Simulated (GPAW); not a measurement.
# SiC (P6_3mc): G0W0 with GPAW, start to end, part 2 of 2

Wanted: ground state, empty states, screening and self-energy for SiC (P6_3mc).

GPAW 26.7.0; PBE and many-body steps on it, plane waves. Known limits of the many-body steps: not at the basis limit.

So far. Step 2 (Ground state): The gap is indirect, with the least direct gap 1.07 eV higher. Step 3 (Bands along the symmetry lines): The gap is 2.004 eV, −0.090 eV from the run before at this level.

## (4) Empty states on the mesh, 6×6×2 mesh, 175 bands

Level of this step: DFT, PBE, plane waves, PAW (GPAW).

The sums over transitions need many empty states on a uniform mesh; this step solves for them.

File run.py:

```python
import json
import numpy as np
from gpaw.mpi import world
from gpaw import GPAW

calc = GPAW('gs.gpw').fixed_density(kpts={'size': (6, 6, 2), 'gamma': True},
    nbands=204,
    convergence={'bands': 175},
    update_fermi_level=True,
    txt='nscf.txt')
calc.write('full.gpw', mode='all')
res = {}
kpts = calc.get_ibz_k_points()
res['kpts'] = kpts
res['eigenvalues'] = [calc.get_eigenvalues(kpt=k) for k in range(len(kpts))]
res['n_electrons'] = calc.get_number_of_electrons()

if world.rank == 0:
    with open('result.json', 'w') as f:
        json.dump(res, f, default=lambda x: x.tolist())
```

Started as:

```sh
$ mpirun -n 8 gpaw python run.py
```

Numbers of over 12 decimals in the logs are rounded to 6 here.

Output:

```text
Diagonalizing LCAO Hamiltonian
Converting LCAO to pw mode
convergence criteria:
- Maximum integral of absolute [eigenst]ate change: 4e-08 eV^2 / valence electron
maximum number of iterations: 100

SCF iterations
|iter     |     time |      energy | eigst |  dens |
|iter:   1|  |             | +4.10 |       |
|iter:   2|  |             | +2.93 |       |
|iter:   3|  |             | +1.83 |       |
[...]
|iter:  15|  |             | -6.91 |       |
|iter:  16|  |             | -7.37 |       |
|iter:  17|  |             | -7.73c|       |
SCF steps: 17
  __  _  _
 | _ |_)|_||  |
 |__||  | ||/\| - 26.7.0

Input parameters:
  mode=PW(ecut=600.0),
  convergence={'bands': 175},
  gpts=array([18, 18, 90]),
  kpts=MonkhorstPack(size=(6, 6, 2), gamma=True),
  maxiter=100,
  nbands=204,
  occupations=Occupations(name='fermi-dirac', width=0.001, fixmagmom=False),
  parallel={},
  xc=XC(name='PBE')
# Writing to full.gpw (mode='all')
  [... matrices ...]

timing:  # [seconds]
  Total: 0.163  # ━━━━━━━━━━━━━━━━━━━━━━━━━━━━━━━━━━━━━━━━━━━━━━━━━━━━━━━━━━━
```

Run time: 1.8 min. Hardware: 8 MPI ranks of Arm Neoverse V1, shared host; peak memory 2.2 GiB.

Numbers from this step:

| Property | Result |
| --- | --- |
| gap | 2.008 eV |
| k of the valence top | 0, 0, 0 |
| k of the conduction bottom | 0.5, 0.5, 0 |
| least direct gap | 3.114 eV |
| k points computed | 14 |
| lowest point of the top converged band, above the valence top | 54.5274 eV |

On this mesh the gap is 2.008 eV.

## (5) Screening and self-energy, 6×6×2 mesh, 165 bands, screening to 70 eV

G0W0 replaces the xc potential by the self-energy, built once from these orbitals. Only a window of levels is corrected, while the sums run over the empty bands that the input names.

This step: G0W0 on PBE, plane waves, PAW.

File run.py:

```python
import json
import numpy as np
from gpaw.mpi import world
from gpaw.response.g0w0 import G0W0

gw = G0W0('full.gpw',
    filename='gw',
    kpts=[0, 12],
    bands=(22, 26),
    ecut=70,
    nbands=165,
    integrate_gamma='WS',
    ppa=True)
gw.calculate()
res = {mode: {k: v for k, v in r.items() if k != 'sigma_eskwn'}
       for mode, r in gw.all_results.items()}

if world.rank == 0:
    with open('result.json', 'w') as f:
        json.dump(res, f, default=lambda x: x.tolist())
```

Started as:

```sh
$ mpirun -n 8 gpaw python run.py
```

Output:

```text
Using integrator: PointIntegrator
FrequencyGridDescriptor(from 0.000+0.000j to 0.000+27.211j eV, 2 points)
Nonperiodic BCs:  [False False False]
Using integrator: PointIntegrator
FrequencyGridDescriptor(from 0.000+0.000j to 0.000+27.211j eV, 2 points)
Nonperiodic BCs:  [False False False]
  ___  _ _ _
 |   || | | |
 | | || | | |
 |__ ||_____|
 |___|

BZ k-points: Symmetries present (total): 6

  [... matrices ...]
72 k-points: 6 x 6 x 2 Monkhorst-Pack grid + [1/12,1/12,1/4]
14 k-points in the irreducible part of the Brillouin zone
       k-points in crystal coordinates                weights
   0:     0.00000000    0.00000000    0.00000000          1/72
   1:     0.00000000    0.00000000    0.50000000          1/72
   2:     0.16666667    0.00000000    0.00000000          6/72
   3:     0.16666667    0.00000000    0.50000000          6/72
   4:     0.33333333   -0.16666667    0.00000000          6/72
   5:     0.33333333   -0.16666667    0.50000000          6/72
   6:     0.33333333    0.00000000    0.00000000          6/72
   7:     0.33333333    0.00000000    0.50000000          6/72
   8:     0.33333333    0.33333333    0.00000000          2/72
   9:     0.33333333    0.33333333    0.50000000          2/72
          ...
  13:     0.50000000    0.50000000    0.50000000          3/72

Distributing spins, k-points and bands (1 x 2 x 4) over 8 processes
Number of blocks: 1

Quasi particle states:
k-points (IBZ indices): [0, 12]
Band range: (22, 26)
  [... matrices ...]
Computational parameters:
Plane wave cut-off: 70 eV
Number of bands: 165
Coulomb cutoff: None
Broadening: 0.1 eV

fxc modes: GW
Kernel: RPA
Using Godby-Needs plasmon-pole approximation:
  Fitting energy: i*E0, E0 = 1.000 Hartree
Summing all q:

Calculating screened Coulomb potential
No Coulomb truncation
FrequencyGridDescriptor(from 0.000+0.000j to 0.000+27.211j eV, 2 points)
Removing empty qpoint cache files...

Calculating chi0 body with:
    Ground state adapter containing:
    Number of spins: 1
    Number of kpoints: 72
    Number of irreducible kpoints: 14
    Number of completely occupied states: 24
    Number of partially occupied states: 24
    Occupied states memory: 10.6787109375 M / cpu

    Linear response parametrization:
    q_c: [1.3877787807814457e-17, 1.3877787807814457e-17, 0.0]
    Number of frequency points: 2
    Planewave cutoff: 70.0
    Number of bands: 165
    Number of planewaves: 165
    Broadening (eta): 1e-06
    comm.size: 8
    kncomm.size: 8
    blockcomm.size: 1

    Memory estimate of potentially large arrays:
        chi0_wGG: 0.830841 M / cpu
Integrating chi0 body.

Symmetries of q_c:
    Direct symmetries (Uq -> q): 6
    Indirect symmetries (TUq -> q): 6
In total 12 allowed symmetries.

  [... matrices ...]
14 groups of equivalent kpoints. 80.555556% reduction.

Integral kind: response function
Integrating chi0 head and wings.

Symmetries of q_c:
    Direct symmetries (Uq -> q): 6
    Indirect symmetries (TUq -> q): 6
In total 12 allowed symmetries.

  [... matrices ...]
14 groups of equivalent kpoints. 80.555556% reduction.

Integral kind: response function wings

Calculating chi0 body with:
    Ground state adapter containing:
    Number of spins: 1
    Number of kpoints: 72
    Number of irreducible kpoints: 14
    Number of completely occupied states: 24
    Number of partially occupied states: 24
[... the further q-points ...]

Results:
f:      Occupation numbers
eps:     KS-eigenvalues [eV]
vxc:     KS vxc [eV]
exx:     Exact exchange [eV]
sigma:   Self-energies [eV]
dsigma:  Self-energy derivatives
Z:       Renormalization factors
qp:      QP-energies [eV]

k-point 0 (0): (0.000, 0.000, 0.000)                GW
band       f     eps     vxc     exx   sigma  dsigma       Z      qp
                                                                   GW
  22   1.000   8.281 -15.758 -18.299   2.563  -0.246   0.803   8.298
  23   1.000   8.281 -15.758 -18.299   2.563  -0.246   0.803   8.298
  24   0.000  13.450 -14.480  -9.153  -4.180  -0.226   0.816  14.385
  25   0.000  13.624 -14.437  -9.060  -4.227  -0.227   0.815  14.561

k-point 1 (12): (0.500, 0.500, 0.000)                GW
band       f     eps     vxc     exx   sigma  dsigma       Z      qp
                                                                   GW
  22   1.000   6.618 -15.030 -17.955   2.677  -0.251   0.800   6.420
  23   1.000   7.175 -15.613 -18.577   2.801  -0.251   0.799   7.045
  24   0.000  10.289 -11.795  -7.590  -3.511  -0.214   0.824  10.860
  25   0.000  10.479 -11.805  -7.464  -3.634  -0.213   0.825  11.061
```

Wall time 5.6 min (8 MPI ranks); peak memory 3.4 GiB; 34 min of CPU time.

Numbers from this step:

```yaml
g0w0_gap_on_the_points_computed: 2.562 eV
least_direct_g0w0_gap_on_the_computed_points: 3.815 eV
z_at_the_valence_top: 0.8028
z_at_the_conduction_bottom: 0.8240
starting_gap_on_the_mesh: 2.008 eV
k_of_the_valence_top: 0, 0, 0
k_of_the_conduction_bottom: 0.5, 0.5, 0
```

The gap on the mesh goes from 2.01 eV to 2.56 eV, a correction of +0.55 eV. The start differs from the 2.09 eV found before because the two sample other k points.

Limits: finite bands, cutoff and mesh. v1 is the top filled band, c1 the lowest empty one. Levels before and after the correction, in eV, zero at the valence-band top of each column:

```
           conduction bottom  valence top
Kohn-Sham               2.01         0.00
     G0W0               2.56         0.00
```

```
                    level  energy (eV)
Kohn-Sham         Γ v2-v1        0.000
Kohn-Sham            Γ c1        5.169
Kohn-Sham            Γ c2        5.343
Kohn-Sham  (0.5 0.5 0) v2       -1.663
Kohn-Sham  (0.5 0.5 0) v1       -1.106
Kohn-Sham  (0.5 0.5 0) c1        2.008
Kohn-Sham  (0.5 0.5 0) c2        2.198
     G0W0         Γ v2-v1        0.000
     G0W0            Γ c1        6.087
     G0W0            Γ c2        6.263
     G0W0  (0.5 0.5 0) v2       -1.879
     G0W0  (0.5 0.5 0) v1       -1.253
     G0W0  (0.5 0.5 0) c1        2.562
     G0W0  (0.5 0.5 0) c2        2.763
```

## (6) Where the time went

Times are wall times on 8 MPI ranks of Arm Neoverse V1, shared host, good to a factor of about two.

```
                          step     time  share  memory (GiB)
                  ground state     76 s   12 %           1.8
bands along the symmetry lines     97 s   16 %           2.1
      empty states on the mesh  1.8 min   17 %           2.2
     screening and self-energy  5.6 min   55 %           3.4
```

## (7) Summary of results

| Quantity | Value |
| --- | --- |
| PBE gap | 2.00 eV, indirect |
| G0W0 gap on the mesh | 2.56 eV |
| GW settings | 6×6×2 mesh, 165 bands, screening to 70 eV, Godby-Needs plasmon pole |
| known limits | not at the basis limit |

G0W0 moves the gap on the mesh from 2.01 eV to 2.56 eV (+0.55 eV), with Z of 0.80 and 0.82 at the edges. Only 2 of the mesh's irreducible points were corrected, so a valley elsewhere could overtake. The dearest step here is «screening and self-energy». Against experiment, by G0W0@PBE: the gap of 2.56 eV lies −0.44 eV from the measured 3 eV (optical, 2017); the gap of 2.56 eV lies −0.46 eV from the measured 3.02 eV (kind not stated, quoted 2020); the gap of 2.56 eV lies −0.47 eV from the measured 3.03 eV (indirect, quoted 2018). An exciton line or allowed optical edge lies below the quasiparticle gap by the binding energy; a forbidden edge can push the onset above it. The calculation has static nuclei and no excitons; a measured gap holds zero-point and thermal motion, which mostly lowers it. Bands and cutoff are finite, so the gap is not at the basis limit. The miss can reach some tenths of an eV and take either sign; the mesh is an error of its own. These stock PAW sets were not made for GW. In the G0W0 run levels were corrected at 2 k points alone, so a gap called «on the mesh» is the least over those, and an edge elsewhere would be missed.

[Paths, hosts, dates, memory and timing lines, banners, echoed tables and standing remarks are left out of the program output.]

[Logs are printed without paths, hosts, clocks, repeated set-up lines and the standing remarks that a program may print on its own settings, such as how far it seeks lower states.]

[Runs of the session that timed out or met a known fault of the program may be left out.]

[Hosts, paths, dates, database ids (printed as entryN), source tags and the programs' standing remarks are cut or masked in the printed files.]
